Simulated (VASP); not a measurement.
Input of a VASP 6.6.1 run:

POSCAR

```
C
1.0
    2.1273203072     -1.2282824400      0.0000000000
    2.1273203072      1.2282824400      0.0000000000
   -1.3790696309      0.0000000000      3.5028300786
C
2
Direct
    0.1666444700      0.1666444700      0.9999069600
    0.8333555300      0.8333555300      0.0000930400
```

The input INCAR.step1:

```
ALGO = Normal
EDIFF = 1E-8
ENCUT = 450
GGA = PE
ISMEAR = 0
LASPH = T
LCHARG = F
LREAL = F
LWAVE = T
NELM = 80
PREC = Accurate
SIGMA = 0.01
```

File INCAR.step2:

```
ALGO = Exact
EDIFF = 1E-8
ENCUT = 450
GGA = PE
ISMEAR = 0
ISTART = 1
LASPH = T
LCHARG = F
LOPTICS = T
LREAL = F
LWAVE = T
NBANDS = 104
NELM = 1
PREC = Accurate
SIGMA = 0.01
```

The input INCAR.step3:

```
ALGO = EVGW0
EDIFF = 1E-8
ENCUT = 450
ENCUTGW = 180
GGA = PE
ISMEAR = 0
ISTART = 1
LASPH = T
LCHARG = F
LREAL = F
LWAVE = F
NBANDS = 104
NBANDSGW = 12
NELMGW = 1
NOMEGA = 50
PREC = Accurate
PRECFOCK = Fast
SIGMA = 0.01
```

The input KPOINTS:

```
k-points
0
Gamma
  6 6 4
```

Potentials or basis: VASP PAW PBE potentials, release 64 (C_GW).

The run is started by

```bash
$ cat potpaw_PBE.64/C_GW/POTCAR > POTCAR
$ cp INCAR.step1 INCAR
$ mpirun -np 1 vasp_std > vasp.out
$ cp INCAR.step2 INCAR
$ mpirun -np 1 vasp_std > vasp.out
$ cp INCAR.step3 INCAR
$ mpirun -np 1 vasp_std > vasp.out
```

(1) Predict the quasiparticle gap.

(2) Predict the least direct quasiparticle gap.

(3) Predict the band gap on the k mesh, mean-field level.

Results:

(1) 0.61 eV.

(2) 0.64 eV.

(3) 0.47 eV, indirect (least direct gap 0.49 eV).

Caveat: the k mesh is coarse (spacing up to 0.50 Å⁻¹), so the values aren't converged; bands, screening cutoff and mesh are small and nothing is extrapolated, so the quasiparticle values aren't converged.
